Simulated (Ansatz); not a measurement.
PbO (Pbcm) from a database of computed structures at its r2SCAN+rVV10 geometry, run in Ansatz 0.2.0 at 3 levels of theory. (Simulation; no magnetic order is allowed.)

The PBE+SOC input:
```yaml
crystal:
  lattice:
    - [5.5069411862, 0.0, 0.0]
    - [0.0, 5.9304934304, 0.0]
    - [0.0, 0.0, 4.7066352782]
  atoms:
    - { symbol: Pb, position: [0.4891065247, 0.2702165387, 0.809767] }
    - { symbol: Pb, position: [0.9891065247, 0.7297834613, 0.809767] }
    - { symbol: Pb, position: [0.5108934753, 0.7297834613, 0.309767] }
    - { symbol: Pb, position: [0.0108934753, 0.2702165387, 0.309767] }
    - { symbol: O, position: [0.0928249321, 0.3670291227, 0.809767] }
    - { symbol: O, position: [0.5928249321, 0.6329708773, 0.809767] }
    - { symbol: O, position: [0.4071750679, 0.3670291227, 0.309767] }
    - { symbol: O, position: [0.9071750679, 0.6329708773, 0.309767] }
kpoints:
  mp_grid: { grid: [6, 4, 6] }
  band_path:
    path:
      - [0.0, 0.0, 0.0]
      - [0.0, -0.5, 0.0]
      - [0.5, -0.5, 0.0]
      - [0.5, 0.0, 0.0]
      - [0.0, 0.0, 0.5]
      - [0.0, -0.5, 0.5]
      - [0.5, -0.5, 0.5]
      - [0.5, 0.0, 0.5]
      - [0.4375, -0.5, 0.364583]
      - [0.5, -0.5, 0.35]
    npoints: 1
hamiltonian:
  xc: pbe
scf:
  occupations: { method: fixed }
  n_extra_bands: 12
magnetization:
  noncollinear: true
  spin_orbit: true
output:
  forces: true
  stress: true
  eigenvalues: true
  write_density: true
  write_potential: true
  elf: true
  volumetric_format: npy
```

Main results, then, where recorded, the levels near the gap in eV from the Fermi energy (columns number the bands from 0), one row a point of the path (Γ, X, S, Y, Z, U, R, T, (0.438, -1/2, 0.365), S–R (0.70)):
```
Crystal: 8 atoms, lattice volume = 153.713 Å³
Symmetry: 8 space group operations + 8 with time reversal
Magnetic group: BNS 57.378 (UNI 476)
```
```
Basis set: ecut = 420 eV, 3003 PW (Γ)
Bands: 92, of which v1, the nominal top of the filled ones, is band 80 counted from 1 (79 counted from 0)
k-points: 48 of 144
Free energy (F): -50047.859551 eV
Fermi energy:    8.255386 eV
--- Forces (eV/Å), atoms counted from 1 ---
  atom   1  Pb      0.15408    -0.32855      0.00000
  atom   2  Pb      0.15408      0.32855      0.00000
  atom   3  Pb    -0.15408      0.32855      0.00000
  atom   4  Pb    -0.15408    -0.32855      0.00000
  atom   5  O     -0.07240    -0.12629      0.00000
  atom   6  O     -0.07240      0.12629      0.00000
  atom   7  O       0.07240    -0.12629      0.00000
  atom   8  O       0.07240      0.12629      0.00000
--- Stress (GPa, compression-positive) ---
        4.429916       0.000000       0.000000
        0.000000       4.103719       0.000000
        0.000000       0.000000       4.610680
  P = ⅓ Tr σ = 4.3814 GPa (43.814 kbar)
```

PBE+SOC gives an indirect gap of 1.99 eV, from Γ to k = (0.438, -1/2, 0.365); the least direct gap is 2.26 eV at k = (0.438, -1/2, 0.365).

**Question.** In the first input these blocks are replaced (the band path and keys that only write files left aside):
```yaml
hamiltonian:
  xc: r2scan
scf:
  occupations: { method: fixed }
  n_extra_bands: 6
```
(magnetization left out)
What comes out?

**Answer.**
```
Basis set: ecut = 500 eV, 3905 PW (Γ)
Bands: 46, of which v1, the nominal top of the filled ones, is band 40 counted from 1 (39 counted from 0)
k-points: 48 of 144
Free energy (F): -49957.210304 eV
Fermi energy:    8.039216 eV
--- Forces (eV/Å), atoms counted from 1 ---
  atom   1  Pb    -0.01303      0.01397      0.00000
  atom   2  Pb    -0.01303    -0.01397      0.00000
  atom   3  Pb      0.01303    -0.01397      0.00000
  atom   4  Pb      0.01303      0.01397      0.00000
  atom   5  O       0.00516    -0.00487      0.00000
  atom   6  O       0.00516      0.00487      0.00000
  atom   7  O     -0.00516    -0.00487      0.00000
  atom   8  O     -0.00516      0.00487      0.00000
--- Stress (GPa, compression-positive) ---
        1.313642       0.000000       0.000000
        0.000000       1.192283       0.000000
        0.000000       0.000000       1.326695
  P = ⅓ Tr σ = 1.2775 GPa (12.775 kbar)
```
```tsv
band_37	band_38	band_39	band_40	band_41	band_42
-1.250	-0.329	0.000	3.705	4.300	5.060
-0.652	-0.537	-0.019	3.204	3.520	4.163
-0.644	-0.532	-0.532	3.616	3.616	4.559
-0.982	-0.191	-0.191	4.572	4.572	5.392
-0.845	-0.271	-0.271	4.535	4.535	5.412
-0.526	-0.424	-0.424	3.668	3.668	4.085
-0.576	-0.576	-0.576	2.906	2.906	2.906
-0.796	-0.796	-0.796	3.850	3.850	3.850
-0.731	-0.322	-0.281	2.462	2.621	3.329
-0.800	-0.294	-0.294	2.508	2.508	3.541
```
With r2SCAN the valence top lies at Γ and the conduction bottom at k = (0.438, -1/2, 0.365), 2.46 eV higher; the smallest vertical gap, at k = (0.438, -1/2, 0.365), is 2.74 eV. The mean pressure is +1.28 GPa (compression positive), so r2SCAN would enlarge the cell's volume.

**Question.** In the first input these blocks are replaced (the band path and keys that only write files left aside):
```yaml
kpoints:
  mp_grid: { grid: [4, 4, 4] }
hamiltonian:
  xc: hse06
scf:
  occupations: { method: fixed }
  n_extra_bands: 6
```
(magnetization left out)
What comes out?

**Answer.**
```
Basis set: ecut = 420 eV, 3003 PW (Γ)
Bands: 46, of which v1, the nominal top of the filled ones, is band 40 counted from 1 (39 counted from 0)
k-points: 27 of 64
Exchange kernel: α = 0.2500, screened, ω = 0.2079 Å⁻¹, Wigner–Seitz truncation, v(0) = 1045.7027 eV·Å³, q-mesh 4×4×4
hybrid outer 1: dexx = +3.864e-2 eV, tail = 1.27e-4 eV
hybrid outer 2: dexx = +2.691e-6 eV, tail = 5.14e-8 eV, Δε = 4.04e-3 eV, ΔF = 2.35e-2 eV/Å
hybrid outer 3: dexx = +1.039e-9 eV, tail = 1.27e-9 eV, Δε = 4.08e-5 eV, ΔF = 3.48e-4 eV/Å
Free energy (F): -49907.037461 eV
Fermi energy:    7.626427 eV
--- Forces (eV/Å), atoms counted from 1 ---
  atom   1  Pb    -0.13707      0.23274      0.00000
  atom   2  Pb    -0.13707    -0.23274      0.00000
  atom   3  Pb      0.13707    -0.23274      0.00000
  atom   4  Pb      0.13707      0.23274      0.00000
  atom   5  O       0.05342      0.01673      0.00000
  atom   6  O       0.05342    -0.01673      0.00000
  atom   7  O     -0.05342      0.01673      0.00000
  atom   8  O     -0.05342    -0.01673      0.00000
--- Stress (GPa, compression-positive) ---
        0.943586       0.000000       0.000000
        0.000000       0.425691       0.000000
        0.000000       0.000000       0.931814
  P = ⅓ Tr σ = 0.7670 GPa (7.670 kbar)
```
```tsv
band_37	band_38	band_39	band_40	band_41	band_42
-1.305	-0.397	0.000	4.271	4.881	5.629
-0.640	-0.575	-0.065	3.762	4.056	4.707
-0.679	-0.591	-0.591	4.172	4.172	5.181
-1.104	-0.199	-0.199	5.190	5.190	6.060
-0.991	-0.296	-0.296	5.121	5.121	6.032
-0.543	-0.492	-0.492	4.227	4.227	4.645
-0.607	-0.607	-0.607	3.422	3.422	3.422
-0.886	-0.886	-0.886	4.419	4.419	4.419
-0.762	-0.355	-0.305	2.953	3.120	3.873
-0.833	-0.320	-0.320	3.000	3.000	4.100
```
The HSE06 gap is indirect, 2.95 eV (Γ to k = (0.438, -1/2, 0.365)), below the direct gap of 3.26 eV at k = (0.438, -1/2, 0.365). With the atoms held, the mean pressure is +0.8 GPa (compression positive). (The program warns that its thresholds are loose for a hybrid's stress.)

The hybrids run on coarser meshes, which limits their stresses and small splittings of levels.

Totals of different functionals, or with and without spin-orbit coupling, can't be compared.

Only the levels marked +SOC include spin-orbit coupling.
